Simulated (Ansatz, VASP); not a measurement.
PbSe (Clausthalite): VASP beside Ansatz

POSCAR

```
PbSe
1.0
    0.0000000000      3.0606500000      3.0606500000
    3.0606500000      0.0000000000      3.0606500000
    3.0606500000      3.0606500000      0.0000000000
Pb Se
1 1
Direct
    0.0000000000      0.0000000000      0.0000000000
    0.5000000000      0.5000000000      0.5000000000
```

File INCAR.step1:

```
SYSTEM = PbSe
PREC = Accurate
ENCUT = 600
EDIFF = 1E-5
ISMEAR = -1
SIGMA = 0.05
LREAL = .FALSE.
LASPH = .TRUE.
NELM = 100
ALGO = Normal
LWAVE = .TRUE.
LCHARG = .FALSE.
GGA = PE
```

The input INCAR.step2:

```
SYSTEM = PbSe
PREC = Accurate
ENCUT = 600
EDIFF = 1E-7
ISMEAR = -1
SIGMA = 0.05
LREAL = .FALSE.
LASPH = .TRUE.
NELM = 100
ALGO = Normal
ISIF = 3
LWAVE = .FALSE.
LCHARG = .FALSE.
GGA = PE
LHFCALC = .TRUE.
AEXX = 0.25
PRECFOCK = Fast
HFRCUT = -1
IBRION = 2
NSW = 60
EDIFFG = -0.02
ISTART = 1
```

The input KPOINTS:

```
Automatic mesh
0
G
  4 4 4
  0 0 0
```

Contents of input.yaml:

```yaml
crystal:
  lattice:
    - [0.0, 3.06065, 3.06065]
    - [3.06065, 0.0, 3.06065]
    - [3.06065, 3.06065, 0.0]
  atoms:
    - { symbol: Pb, position: [0.0, 0.0, 0.0] }
    - { symbol: Se, position: [0.5, 0.5, 0.5] }
hamiltonian:
  xc: pbe0
  pseudopotentials: { kind: paw }
kpoints:
  mp_grid: { grid: [4, 4, 4] }
scf:
  occupations: { method: fermi_dirac, width: 0.05 }
output:
  forces: true
  stress: true
relax:
  f_tol: 0.01
  max_steps: 40
  cell: { stress_tol: 0.05 }
```

Alike in both runs: task relaxation of cell and atoms; functional PBE0; k mesh 4 × 4 × 4; occupations fermi-dirac, width 0.05 eV; no spin polarisation.

```csv
,VASP,Ansatz
version,VASP 6.6.1,Ansatz 0.2.0
potentials or method,"VASP PAW PBE potentials, release 64 (Pb_d, Se)",Ansatz PAW
plane-wave cutoff (eV),600,420
valence electrons in the cell,20,30
```

|  | VASP | Ansatz | Ansatz less VASP |
| --- | --- | --- | --- |
| gap on the k mesh at the Fermi level, each at its own relaxed structure (eV) | 1.37 | 1.38 | +0.012 |
| relaxed volume (Å³/atom) | 29.35 | 29.43 | +0.078 |
| relaxed cell length with the largest relative difference (Å) | 4.362 | 4.366 | +0.0038 |
| energy change over the relaxation (meV/atom) | -3 | -3 | -0.5 |

The two sets of potentials don't hold the same shells in valence.

Caveats: the k mesh is coarse (spacing up to 0.44 Å⁻¹), so the values aren't converged, least of all with exact exchange; spin-orbit coupling is left out, which as a rule narrows the gap of such compounds by several tenths of an eV; the PAW data sets were made with another functional, which shifts forces and pressure a little (VASP); the plane-wave basis is chosen anew once the cell has moved, so the energies of steps on either side of that aren't comparable (Ansatz); the PAW data sets come from PBE, with cores solved anew for the run's functional, which leaves a small shift of forces and pressure (Ansatz). Zero-point motion and thermal expansion aren't in these numbers. A k mesh can miss the band edges.
